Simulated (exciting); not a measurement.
**HgTe: single point with PBE**

HgTe:

```
Hg Te
1.0
     0.00000    3.18000    3.18000
     3.18000    0.00000    3.18000
     3.18000    3.18000    0.00000
Hg Te
1 1
Direct
  0.00000 0.00000 0.00000
  0.50000 0.50000 0.50000
```

Measurements of this composition are mostly on another form, of space group No. 216.

- Program: exciting (release sodium)
- Task: single point
- Functional: PBE
- Potentials or basis: all-electron LAPW+lo, shipped species files, valence relativity iora*
- rgkmax: 9
- k mesh: 7 × 7 × 7
- Occupations: gaussian, width 0.02 eV
- Spin: no spin polarisation

| Item | Value |
| --- | --- |
| Band gap on the k mesh | none (metal or under the smearing width) |
| All electrons inside the program's atomic spheres | Hg 77.57; Te 48.93 (radii Hg 2.3, Te 2.3 bohr) |

Levels at points of the mesh, in eV from the Fermi level:
```
           k point  band 13  band 14  band 15  band 16  band 17  band 18  band 19  band 20  band 21  band 22
(0.00, 0.00, 0.00)    -6.25    -6.25    -1.40    -0.56    -0.56    -0.56     7.45     7.45     7.45     7.64
```

Run time: 100 s on 1 thread of Arm Neoverse V2, on a shared host, peak memory 0.16 GiB.

Spin-orbit coupling is left out, which matters for the levels of Hg, Te.
